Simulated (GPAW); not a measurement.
# InPd in GPAW: convergence with grid spacing (A)

Input of the first run (grid spacing (A) 0.26); the others differ in this setting and in those tied to it:

Contents of run.py:

```python
from ase import Atoms
from ase.dft.bandgap import bandgap
from ase.io import write
from gpaw import GPAW

atoms = Atoms(['In', 'Pd'],
              cell=[[0.0, 2.74607, 2.74607],
                    [2.74607, 0.0, 2.74607],
                    [2.74607, 2.74607, 0.0]],
              scaled_positions=[[0.0, 0.0, 0.0],
                                [0.5, 0.5, 0.5]],
              pbc=True)

calc = GPAW(mode='fd',
            h=0.26,
            xc='PBE',
            kpts={'size': (8, 8, 8), 'gamma': True},
            occupations={'name': 'fermi-dirac', 'width': 0.05},
            nbands=26,
            convergence={'density': 1e-05, 'energy': 1e-05},
            maxiter=100,
            txt='gpaw.txt')
atoms.calc = calc
energy = atoms.get_potential_energy()
forces = atoms.get_forces()
calc.write('gs.gpw')
write('result.traj', atoms)
print(f'Energy: {energy:.6f} eV')
print('Forces (eV/A):')
print(forces.round(4))
print('Fermi level:', round(calc.get_fermi_level(), 4), 'eV')
print(f'Gap: {bandgap(calc)[0]:.4f} eV, direct: {bandgap(calc, direct=True)[0]:.4f} eV')
```

Potentials or basis: GPAW PAW data sets (gpaw-data 1.2.1), fd.

Command:

```console
$ OMP_NUM_THREADS=1 python run.py
```

The cell was built by a generator and needn't be a form met in nature.

Hardware: 1 thread of Intel(R) Xeon(R) Platinum 8259CL CPU @ 2.50GHz (Skylake/Cascade Lake), on a shared host.

```tsv
grid spacing (A)	energy less the tightest run, at zero smearing (meV/atom)	SCF cycles	CPU time (s)	peak memory (GiB)
0.26	-653.57	13	55	0.17
0.23	-653.57	13	50	0.17
0.2	-128.30	13	110	0.23
0.18	-128.30	13	96	0.23
0.16	-33.10	14	190	0.34
0.14	-7.64	14	320	0.5
0.12	0.00	15	510	0.73
```

Not settled before the last step: the energy (to 1 meV/atom). The tightest run that finished is the yardstick and may itself not be fully converged.

Caveat, for the tightest run too: the real-space grid adds noise to forces.
